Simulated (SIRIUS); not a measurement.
# Bi (R-3m) in SIRIUS: notebook, part 2 of 3

SIRIUS 7.12.0.

**3. Equation of state, PBEsol, 33.67 Å³/atom (volume scaled by 0.96)**

sirius.json

```json
{
  "control": {
    "processing_unit": "cpu",
    "std_evp_solver_name": "lapack",
    "gen_evp_solver_name": "lapack",
    "verbosity": 2,
    "print_forces": false,
    "ortho_rf": true,
    "use_second_variation": true,
    "rmt_max": 3.0,
    "num_bands_to_print": 24,
    "save_wf": true
  },
  "parameters": {
    "electronic_structure_method": "full_potential_lapwlo",
    "xc_functionals": ["XC_GGA_X_PBE_SOL", "XC_GGA_C_PBE_SOL"],
    "core_relativity": "dirac",
    "valence_relativity": "iora",
    "num_fv_states": 42,
    "smearing": "fermi_dirac",
    "smearing_width": 0.0018374661,
    "pw_cutoff": 20,
    "gk_cutoff": 3.4,
    "lmax_apw": 11,
    "lmax_rho": 8,
    "lmax_pot": 8,
    "num_mag_dims": 0,
    "auto_rmt": 0,
    "ngridk": [7, 7, 7],
    "shiftk": [0, 0, 0],
    "num_dft_iter": 80,
    "energy_tol": 1e-07,
    "density_tol": 1e-05,
    "use_symmetry": true
  },
  "settings": {"tol_ne": 1e-10},
  "iterative_solver": {"type": "exact"},
  "mixer": {"type": "anderson", "beta": 0.5, "max_history": 8},
  "unit_cell": {
    "lattice_vectors": [
      [4.2270421048, 2.4404838971, 7.3411650756],
      [-4.2270421048, 2.4404838971, 7.3411650756],
      [0.0, -4.8809677943, 7.3411650756]
    ],
    "atom_types": ["Bi"],
    "atom_files": {"Bi": "Bi.json"},
    "atoms": {"Bi": [[0.766, 0.766, 0.766], [0.234, 0.234, 0.234]]}
  }
}
```

Bi.json

```json
{
  "name": "bismuth",
  "symbol": "Bi",
  "number": 83,
  "mass": 208.9804,
  "rmin": 1e-06,
  "rmt": 2.65,
  "nrmt": 800,
  "rinf": 15.61,
  "core": "1s2s2p3s3p3d4s4p4d5s",
  "valence": [
    {"basis": [{"enu": -0.01, "dme": 0, "n": 0, "auto": 0}, {"enu": -0.01, "dme": 1, "n": 0, "auto": 0}]},
    {"l": 0, "n": 1, "basis": [{"enu": -0.0424, "dme": 0, "n": 0, "auto": 0}]},
    {"l": 1, "n": 2, "basis": [{"enu": 0.09, "dme": 0, "n": 0, "auto": 0}]},
    {"l": 2, "n": 3, "basis": [{"enu": 0.09, "dme": 0, "n": 0, "auto": 0}]},
    {"l": 3, "n": 4, "basis": [{"enu": 0.09, "dme": 0, "n": 0, "auto": 0}]},
    {"l": 4, "n": 5, "basis": [{"enu": 0.09, "dme": 0, "n": 0, "auto": 0}]}
  ],
  "lo": [
    {
      "l": 0,
      "basis": [{"enu": -0.0424, "dme": 0, "n": 0, "auto": 0}, {"enu": -0.0424, "dme": 1, "n": 0, "auto": 0}]
    },
    {
      "l": 0,
      "basis": [{"enu": -0.0424, "dme": 1, "n": 0, "auto": 0}, {"enu": -0.0424, "dme": 2, "n": 0, "auto": 0}]
    },
    {
      "l": 0,
      "basis": [{"enu": -0.0424, "dme": 0, "n": 0, "auto": 0}, {"enu": 1.6664, "dme": 0, "n": 0, "auto": 0}]
    },
    {"l": 1, "basis": [{"enu": 0.09, "dme": 0, "n": 0, "auto": 0}, {"enu": 0.09, "dme": 1, "n": 0, "auto": 0}]},
    {
      "l": 1,
      "basis": [{"enu": -3.2523, "dme": 0, "n": 5, "auto": 1}, {"enu": -3.2523, "dme": 1, "n": 5, "auto": 1}]
    },
    {
      "l": 1,
      "basis": [{"enu": -3.2523, "dme": 1, "n": 5, "auto": 1}, {"enu": 0.09, "dme": 0, "n": 0, "auto": 0}]
    },
    {"l": 1, "basis": [{"enu": 0.09, "dme": 0, "n": 0, "auto": 0}, {"enu": 2.7101, "dme": 0, "n": 0, "auto": 0}]},
    {"l": 2, "basis": [{"enu": 0.09, "dme": 0, "n": 0, "auto": 0}, {"enu": 0.09, "dme": 1, "n": 0, "auto": 0}]},
    {
      "l": 2,
      "basis": [{"enu": -0.7365, "dme": 0, "n": 5, "auto": 1}, {"enu": -0.7365, "dme": 1, "n": 5, "auto": 1}]
    },
    {
      "l": 2,
      "basis": [{"enu": -0.7365, "dme": 1, "n": 5, "auto": 1}, {"enu": 0.09, "dme": 0, "n": 0, "auto": 0}]
    },
    {"l": 2, "basis": [{"enu": 0.09, "dme": 0, "n": 0, "auto": 0}, {"enu": 3.0519, "dme": 0, "n": 0, "auto": 0}]},
    {"l": 3, "basis": [{"enu": 0.09, "dme": 0, "n": 0, "auto": 0}, {"enu": 0.09, "dme": 1, "n": 0, "auto": 0}]},
    {
      "l": 3,
      "basis": [{"enu": -5.3729, "dme": 0, "n": 4, "auto": 1}, {"enu": -5.3729, "dme": 1, "n": 4, "auto": 1}]
    },
    {
      "l": 3,
      "basis": [{"enu": -5.3729, "dme": 1, "n": 4, "auto": 1}, {"enu": 0.09, "dme": 0, "n": 0, "auto": 0}]
    },
    {"l": 3, "basis": [{"enu": 0.09, "dme": 0, "n": 0, "auto": 0}, {"enu": 3.3937, "dme": 0, "n": 0, "auto": 0}]},
    {"l": 4, "basis": [{"enu": 0.09, "dme": 0, "n": 0, "auto": 0}, {"enu": 0.09, "dme": 1, "n": 0, "auto": 0}]},
    {"l": 4, "basis": [{"enu": 0.09, "dme": 0, "n": 0, "auto": 0}, {"enu": 2.8241, "dme": 0, "n": 0, "auto": 0}]}
  ],
  "free_atom": [... radial grid and density of the free atom, the start of the SCF ...]
}
```

sirius_start.json

```json
{
  "control": {
    "processing_unit": "cpu",
    "std_evp_solver_name": "lapack",
    "gen_evp_solver_name": "lapack",
    "verbosity": 1,
    "print_forces": false,
    "ortho_rf": true,
    "use_second_variation": true,
    "rmt_max": 3.0,
    "num_bands_to_print": 24,
    "save_wf": false
  },
  "parameters": {
    "electronic_structure_method": "full_potential_lapwlo",
    "xc_functionals": ["XC_LDA_X", "XC_LDA_C_PW"],
    "core_relativity": "dirac",
    "valence_relativity": "iora",
    "num_fv_states": 42,
    "smearing": "fermi_dirac",
    "smearing_width": 0.0055123983,
    "pw_cutoff": 20,
    "gk_cutoff": 2.72,
    "lmax_apw": 11,
    "lmax_rho": 8,
    "lmax_pot": 8,
    "num_mag_dims": 0,
    "auto_rmt": 0,
    "ngridk": [3, 3, 3],
    "shiftk": [0, 0, 0],
    "num_dft_iter": 30,
    "energy_tol": 0.01,
    "density_tol": 0.05,
    "use_symmetry": true
  },
  "settings": {"tol_ne": 1e-10},
  "iterative_solver": {"type": "exact"},
  "mixer": {"type": "anderson", "beta": 0.5, "max_history": 8},
  "unit_cell": {
    "lattice_vectors": [
      [4.2270421048, 2.4404838971, 7.3411650756],
      [-4.2270421048, 2.4404838971, 7.3411650756],
      [0.0, -4.8809677943, 7.3411650756]
    ],
    "atom_types": ["Bi"],
    "atom_files": {"Bi": "Bi.json"},
    "atoms": {"Bi": [[0.766, 0.766, 0.766], [0.234, 0.234, 0.234]]}
  }
}
```

Potentials or basis: all-electron FP-LAPW, apw+lo standard.

Run with:

```sh
OMP_NUM_THREADS=1 sirius.scf --input=sirius_start.json --output=start.json
OMP_NUM_THREADS=1 sirius.scf --input=sirius.json --output=output.json --task=1
```

It took 1.9 min on 1 thread of Arm Neoverse V1, shared host; peak memory 0.64 GiB.

Results (log left out):

```
Free energy                                       : -1174192.1200 eV
Band gap on the k mesh                            : 0.28 eV, indirect (least direct gap 0.54 eV)
All electrons inside the program's atomic spheres : Bi 80.86 (radii Bi 2.65 bohr)
```

Caveat: spin-orbit coupling is left out, which as a rule narrows the gap of such compounds by several tenths of an eV; an odd mesh through Γ misses points on the zone boundary, where band edges often lie.

**4. Equation of state, PBEsol, 34.37 Å³/atom (volume scaled by 0.98)**

sirius.json, as its differences from that of step 3:

```diff
@@ -40,5 +40,5 @@
     "lattice_vectors": [
-      [4.2270421048, 2.4404838971, 7.3411650756],
-      [-4.2270421048, 2.4404838971, 7.3411650756],
-      [0.0, -4.8809677943, 7.3411650756]
+      [4.2561950405, 2.4573153524, 7.3917954001],
+      [-4.2561950405, 2.4573153524, 7.3917954001],
+      [0.0, -4.9146307048, 7.3917954001]
     ],
```

Bi.json

```json
{
  "name": "bismuth",
  "symbol": "Bi",
  "number": 83,
  "mass": 208.9804,
  "rmin": 1e-06,
  "rmt": 2.65,
  "nrmt": 800,
  "rinf": 15.61,
  "core": "1s2s2p3s3p3d4s4p4d5s",
  "valence": [
    {"basis": [{"enu": -0.02, "dme": 0, "n": 0, "auto": 0}, {"enu": -0.02, "dme": 1, "n": 0, "auto": 0}]},
    {"l": 0, "n": 1, "basis": [{"enu": -0.0524, "dme": 0, "n": 0, "auto": 0}]},
    {"l": 1, "n": 2, "basis": [{"enu": 0.08, "dme": 0, "n": 0, "auto": 0}]},
    {"l": 2, "n": 3, "basis": [{"enu": 0.08, "dme": 0, "n": 0, "auto": 0}]},
    {"l": 3, "n": 4, "basis": [{"enu": 0.08, "dme": 0, "n": 0, "auto": 0}]},
    {"l": 4, "n": 5, "basis": [{"enu": 0.08, "dme": 0, "n": 0, "auto": 0}]}
  ],
  "lo": [
    {
      "l": 0,
      "basis": [{"enu": -0.0524, "dme": 0, "n": 0, "auto": 0}, {"enu": -0.0524, "dme": 1, "n": 0, "auto": 0}]
    },
    {
      "l": 0,
      "basis": [{"enu": -0.0524, "dme": 1, "n": 0, "auto": 0}, {"enu": -0.0524, "dme": 2, "n": 0, "auto": 0}]
    },
    {
      "l": 0,
      "basis": [{"enu": -0.0524, "dme": 0, "n": 0, "auto": 0}, {"enu": 1.6564, "dme": 0, "n": 0, "auto": 0}]
    },
    {"l": 1, "basis": [{"enu": 0.08, "dme": 0, "n": 0, "auto": 0}, {"enu": 0.08, "dme": 1, "n": 0, "auto": 0}]},
    {
      "l": 1,
      "basis": [{"enu": -3.2623, "dme": 0, "n": 5, "auto": 1}, {"enu": -3.2623, "dme": 1, "n": 5, "auto": 1}]
    },
    {
      "l": 1,
      "basis": [{"enu": -3.2623, "dme": 1, "n": 5, "auto": 1}, {"enu": 0.08, "dme": 0, "n": 0, "auto": 0}]
    },
    {"l": 1, "basis": [{"enu": 0.08, "dme": 0, "n": 0, "auto": 0}, {"enu": 2.7001, "dme": 0, "n": 0, "auto": 0}]},
    {"l": 2, "basis": [{"enu": 0.08, "dme": 0, "n": 0, "auto": 0}, {"enu": 0.08, "dme": 1, "n": 0, "auto": 0}]},
    {
      "l": 2,
      "basis": [{"enu": -0.7465, "dme": 0, "n": 5, "auto": 1}, {"enu": -0.7465, "dme": 1, "n": 5, "auto": 1}]
    },
    {
      "l": 2,
      "basis": [{"enu": -0.7465, "dme": 1, "n": 5, "auto": 1}, {"enu": 0.08, "dme": 0, "n": 0, "auto": 0}]
    },
    {"l": 2, "basis": [{"enu": 0.08, "dme": 0, "n": 0, "auto": 0}, {"enu": 3.0419, "dme": 0, "n": 0, "auto": 0}]},
    {"l": 3, "basis": [{"enu": 0.08, "dme": 0, "n": 0, "auto": 0}, {"enu": 0.08, "dme": 1, "n": 0, "auto": 0}]},
    {
      "l": 3,
      "basis": [{"enu": -5.3829, "dme": 0, "n": 4, "auto": 1}, {"enu": -5.3829, "dme": 1, "n": 4, "auto": 1}]
    },
    {
      "l": 3,
      "basis": [{"enu": -5.3829, "dme": 1, "n": 4, "auto": 1}, {"enu": 0.08, "dme": 0, "n": 0, "auto": 0}]
    },
    {"l": 3, "basis": [{"enu": 0.08, "dme": 0, "n": 0, "auto": 0}, {"enu": 3.3837, "dme": 0, "n": 0, "auto": 0}]},
    {"l": 4, "basis": [{"enu": 0.08, "dme": 0, "n": 0, "auto": 0}, {"enu": 0.08, "dme": 1, "n": 0, "auto": 0}]},
    {"l": 4, "basis": [{"enu": 0.08, "dme": 0, "n": 0, "auto": 0}, {"enu": 2.8141, "dme": 0, "n": 0, "auto": 0}]}
  ],
  "free_atom": [... radial grid and density of the free atom, the start of the SCF ...]
}
```

sirius_start.json, as its differences from that of step 3:

```diff
@@ -40,5 +40,5 @@
     "lattice_vectors": [
-      [4.2270421048, 2.4404838971, 7.3411650756],
-      [-4.2270421048, 2.4404838971, 7.3411650756],
-      [0.0, -4.8809677943, 7.3411650756]
+      [4.2561950405, 2.4573153524, 7.3917954001],
+      [-4.2561950405, 2.4573153524, 7.3917954001],
+      [0.0, -4.9146307048, 7.3917954001]
     ],
```

Run with:

```sh
OMP_NUM_THREADS=1 sirius.scf --input=sirius_start.json --output=start.json
OMP_NUM_THREADS=1 sirius.scf --input=sirius.json --output=output.json --task=1
```

Wall time 2 min (1 thread of Arm Neoverse V1, shared host); peak memory 0.65 GiB.

Results (log left out):

| Property | Result |
| --- | --- |
| Free energy | -1174192.1309 eV |
| Band gap on the k mesh | 0.27 eV, indirect (least direct gap 0.53 eV) |
| All electrons inside the program's atomic spheres | Bi 80.85 (radii Bi 2.65 bohr) |

Caveat: spin-orbit coupling is left out, which as a rule narrows the gap of such compounds by several tenths of an eV; an odd mesh through Γ misses points on the zone boundary, where band edges often lie.

**5. Equation of state, PBEsol, 35.07 Å³/atom**

sirius.json, as its differences from that of step 4:

```diff
@@ -40,5 +40,5 @@
     "lattice_vectors": [
-      [4.2561950405, 2.4573153524, 7.3917954001],
-      [-4.2561950405, 2.4573153524, 7.3917954001],
-      [0.0, -4.9146307048, 7.3917954001]
+      [4.2849539876, 2.4739193382, 7.4417414788],
+      [-4.2849539876, 2.4739193382, 7.4417414788],
+      [0.0, -4.9478386764, 7.4417414788]
     ],
```

Bi.json is that of step 4.

sirius_start.json, as its differences from that of step 4:

```diff
@@ -40,5 +40,5 @@
     "lattice_vectors": [
-      [4.2561950405, 2.4573153524, 7.3917954001],
-      [-4.2561950405, 2.4573153524, 7.3917954001],
-      [0.0, -4.9146307048, 7.3917954001]
+      [4.2849539876, 2.4739193382, 7.4417414788],
+      [-4.2849539876, 2.4739193382, 7.4417414788],
+      [0.0, -4.9478386764, 7.4417414788]
     ],
```

Run with:

```sh
OMP_NUM_THREADS=1 sirius.scf --input=sirius_start.json --output=start.json
OMP_NUM_THREADS=1 sirius.scf --input=sirius.json --output=output.json --task=1
```

It took 2 min on 1 thread of Arm Neoverse V1, shared host; peak memory 0.65 GiB.

It converged, with:

```
Free energy                                       : -1174192.1323 eV
Band gap on the k mesh                            : 0.26 eV, indirect (least direct gap 0.52 eV)
All electrons inside the program's atomic spheres : Bi 80.83 (radii Bi 2.65 bohr)
```

Caveat: spin-orbit coupling is left out, which as a rule narrows the gap of such compounds by several tenths of an eV; an odd mesh through Γ misses points on the zone boundary, where band edges often lie.

**6. Equation of state, PBEsol, 35.77 Å³/atom (volume scaled by 1.02)**

sirius.json, as its differences from that of step 5:

```diff
@@ -40,5 +40,5 @@
     "lattice_vectors": [
-      [4.2849539876, 2.4739193382, 7.4417414788],
-      [-4.2849539876, 2.4739193382, 7.4417414788],
-      [0.0, -4.9478386764, 7.4417414788]
+      [4.3133319933, 2.4903033875, 7.4910259711],
+      [-4.3133319933, 2.4903033875, 7.4910259711],
+      [0.0, -4.980606775, 7.4910259711]
     ],
```

Bi.json

```json
{
  "name": "bismuth",
  "symbol": "Bi",
  "number": 83,
  "mass": 208.9804,
  "rmin": 1e-06,
  "rmt": 2.65,
  "nrmt": 800,
  "rinf": 15.61,
  "core": "1s2s2p3s3p3d4s4p4d5s",
  "valence": [
    {"basis": [{"enu": -0.03, "dme": 0, "n": 0, "auto": 0}, {"enu": -0.03, "dme": 1, "n": 0, "auto": 0}]},
    {"l": 0, "n": 1, "basis": [{"enu": -0.0624, "dme": 0, "n": 0, "auto": 0}]},
    {"l": 1, "n": 2, "basis": [{"enu": 0.07, "dme": 0, "n": 0, "auto": 0}]},
    {"l": 2, "n": 3, "basis": [{"enu": 0.07, "dme": 0, "n": 0, "auto": 0}]},
    {"l": 3, "n": 4, "basis": [{"enu": 0.07, "dme": 0, "n": 0, "auto": 0}]},
    {"l": 4, "n": 5, "basis": [{"enu": 0.07, "dme": 0, "n": 0, "auto": 0}]}
  ],
  "lo": [
    {
      "l": 0,
      "basis": [{"enu": -0.0624, "dme": 0, "n": 0, "auto": 0}, {"enu": -0.0624, "dme": 1, "n": 0, "auto": 0}]
    },
    {
      "l": 0,
      "basis": [{"enu": -0.0624, "dme": 1, "n": 0, "auto": 0}, {"enu": -0.0624, "dme": 2, "n": 0, "auto": 0}]
    },
    {
      "l": 0,
      "basis": [{"enu": -0.0624, "dme": 0, "n": 0, "auto": 0}, {"enu": 1.6464, "dme": 0, "n": 0, "auto": 0}]
    },
    {"l": 1, "basis": [{"enu": 0.07, "dme": 0, "n": 0, "auto": 0}, {"enu": 0.07, "dme": 1, "n": 0, "auto": 0}]},
    {
      "l": 1,
      "basis": [{"enu": -3.2723, "dme": 0, "n": 5, "auto": 1}, {"enu": -3.2723, "dme": 1, "n": 5, "auto": 1}]
    },
    {
      "l": 1,
      "basis": [{"enu": -3.2723, "dme": 1, "n": 5, "auto": 1}, {"enu": 0.07, "dme": 0, "n": 0, "auto": 0}]
    },
    {"l": 1, "basis": [{"enu": 0.07, "dme": 0, "n": 0, "auto": 0}, {"enu": 2.6901, "dme": 0, "n": 0, "auto": 0}]},
    {"l": 2, "basis": [{"enu": 0.07, "dme": 0, "n": 0, "auto": 0}, {"enu": 0.07, "dme": 1, "n": 0, "auto": 0}]},
    {
      "l": 2,
      "basis": [{"enu": -0.7565, "dme": 0, "n": 5, "auto": 1}, {"enu": -0.7565, "dme": 1, "n": 5, "auto": 1}]
    },
    {
      "l": 2,
      "basis": [{"enu": -0.7565, "dme": 1, "n": 5, "auto": 1}, {"enu": 0.07, "dme": 0, "n": 0, "auto": 0}]
    },
    {"l": 2, "basis": [{"enu": 0.07, "dme": 0, "n": 0, "auto": 0}, {"enu": 3.0319, "dme": 0, "n": 0, "auto": 0}]},
    {"l": 3, "basis": [{"enu": 0.07, "dme": 0, "n": 0, "auto": 0}, {"enu": 0.07, "dme": 1, "n": 0, "auto": 0}]},
    {
      "l": 3,
      "basis": [{"enu": -5.3929, "dme": 0, "n": 4, "auto": 1}, {"enu": -5.3929, "dme": 1, "n": 4, "auto": 1}]
    },
    {
      "l": 3,
      "basis": [{"enu": -5.3929, "dme": 1, "n": 4, "auto": 1}, {"enu": 0.07, "dme": 0, "n": 0, "auto": 0}]
    },
    {"l": 3, "basis": [{"enu": 0.07, "dme": 0, "n": 0, "auto": 0}, {"enu": 3.3737, "dme": 0, "n": 0, "auto": 0}]},
    {"l": 4, "basis": [{"enu": 0.07, "dme": 0, "n": 0, "auto": 0}, {"enu": 0.07, "dme": 1, "n": 0, "auto": 0}]},
    {"l": 4, "basis": [{"enu": 0.07, "dme": 0, "n": 0, "auto": 0}, {"enu": 2.8041, "dme": 0, "n": 0, "auto": 0}]}
  ],
  "free_atom": [... radial grid and density of the free atom, the start of the SCF ...]
}
```

sirius_start.json, as its differences from that of step 5:

```diff
@@ -40,5 +40,5 @@
     "lattice_vectors": [
-      [4.2849539876, 2.4739193382, 7.4417414788],
-      [-4.2849539876, 2.4739193382, 7.4417414788],
-      [0.0, -4.9478386764, 7.4417414788]
+      [4.3133319933, 2.4903033875, 7.4910259711],
+      [-4.3133319933, 2.4903033875, 7.4910259711],
+      [0.0, -4.980606775, 7.4910259711]
     ],
```

Potentials or basis: all-electron FP-LAPW, apw+lo standard.

Run with:

```sh
OMP_NUM_THREADS=1 sirius.scf --input=sirius_start.json --output=start.json
OMP_NUM_THREADS=1 sirius.scf --input=sirius.json --output=output.json --task=1
```

Wall time 2.1 min (1 thread of Arm Neoverse V1, shared host); peak memory 0.66 GiB.

Results (log left out):

| Quantity | Value |
| --- | --- |
| Free energy | -1174192.1254 eV |
| Band gap on the k mesh | 0.25 eV, indirect (least direct gap 0.51 eV) |
| All electrons inside the program's atomic spheres | Bi 80.82 (radii Bi 2.65 bohr) |

Caveat: spin-orbit coupling is left out, which as a rule narrows the gap of such compounds by several tenths of an eV; an odd mesh through Γ misses points on the zone boundary, where band edges often lie.

[end of part 2 of 3]
